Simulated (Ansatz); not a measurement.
**BaTiO3: response to biaxial strain in the a-b plane**

A series on BaTiO3: biaxial strain in the a-b plane, -3 to +3 %; the length and tilt of c and the atoms relax. Wanted: energy, stress and any gap along the series.

Computed with Ansatz 0.2.0 (DFT r2SCAN, scalar-relativistic, plane waves, PAW, unless a step's input says otherwise).

2 further runs of the same task are left out: 2 set aside as unsound or not needed.

## (1) The starting structure

It takes space group Pm-3m (No. 221, cubic). Conventional cell: a = 3.994 Å, b = 3.994 Å, c = 3.994 Å, α = 90.00°, β = 90.00°, γ = 90.00°. Ba (site symmetry m-3m) is surrounded by 12 O at 2.82 Å. Around Ti (site symmetry m-3m) lie 6 O at 2.00 Å. O (site symmetry 4/mmm) has 2 Ti at 2.00 Å and 4 Ba at 2.82 Å as nearest neighbours.

Coordinates:

```cif
data_structure
_symmetry_space_group_name_H-M 'P 1'
_symmetry_Int_Tables_number 1
_cell_length_a 3.9940
_cell_length_b 3.9940
_cell_length_c 3.9940
_cell_angle_alpha 90.000
_cell_angle_beta 90.000
_cell_angle_gamma 90.000
_cell_volume 63.71
loop_
_atom_site_label
_atom_site_type_symbol
_atom_site_fract_x
_atom_site_fract_y
_atom_site_fract_z
_atom_site_occupancy
Ba1 Ba 0.50000 0.50000 0.50000 1
Ti1 Ti 0.00000 0.00000 0.00000 1
O1 O 0.50000 0.00000 0.00000 1
O2 O 0.00000 0.50000 0.00000 1
O3 O 0.00000 0.00000 0.50000 1
```

It goes back to an entry of the Materials Project, which need not be the stable form.

This cell was relaxed beforehand with the same method: volume 12.74 Å³/atom, gap on the mesh 2.17 eV.

The unstrained cell was computed beforehand with the same settings: E(σ→0) = -10183.7939 eV for 5 atoms, gap 2.17 eV over the zone.

## (2) At -1.0 %

Contents of input.yaml:

```yaml
crystal:
  lattice:
    - [3.9540983949, 0.0, 0.0]
    - [0.0, 3.9540983949, 0.0]
    - [0.0, 0.0, 4.0180030154]
  atoms:
    - { symbol: Ba, position: [0.5, 0.5, 0.5] }
    - { symbol: Ti, position: [0.0, 0.0, 0.0] }
    - { symbol: O, position: [0.5, 0.0, 0.0] }
    - { symbol: O, position: [0.0, 0.5, 0.0] }
    - { symbol: O, position: [0.0, 0.0, 0.5] }
basis:
  ecutwfc: 500
kpoints:
  mp_grid: { grid: [8, 8, 8] }
hamiltonian:
  xc: r2scan
scf:
  occupations: { method: gaussian, width: 0.02 }
output:
  forces: true
  stress: true
  eigenvalues: true
relax:
  adjacent_minimum: "off"
  f_tol: 0.008
  max_steps: 40
  cell: { stress_tol: 0.015, fix: [a, b, gamma] }
```

On the command line:

```
> ansatz run input.yaml --threads 1 --pin off --max-ram 2560MiB --backend cpu --events-out ev --progress --plain --runs-dir out
```

The session goes on with these runs: the gap over the whole zone at -1.0 %; strain +1.0 %; band edges over the zone at +1.0 %; the cell strained by -2.0 %; seeking the band edges at -2.0 %; the cell strained by +2.0 %; seeking the band edges at +2.0 %; the cell strained by -3.0 %; seeking the band edges at -3.0 %; strain +3.0 %; band edges over the zone at +3.0 %.

**Question.** What will these runs give? Wanted: (1/V) d²E/dε² at zero strain, cubic fit; strain of the free axis c per applied strain; gap shift, negative and positive side.

**Answer**, as computed:

| quantity | value |
| --- | --- |
| largest energy cost | 27.6 meV/atom at -3.0 % |
| (1/V) d²E/dε² at zero strain, cubic fit | 700 GPa |
| strain of the free axis c per applied strain | -0.72 |
| gap shift, negative and positive side | +6, -66 meV per % |

The curvature of the energy, 700 GPa, is twice the biaxial modulus. Compression by 3 % costs 27.6 meV/atom and stretching 22.5. The free axis c moves against the applied strain (factor -0.72). The gap runs from 2.15 eV at -3.0 % through 2.17 to 1.98 eV at +3.0 %.
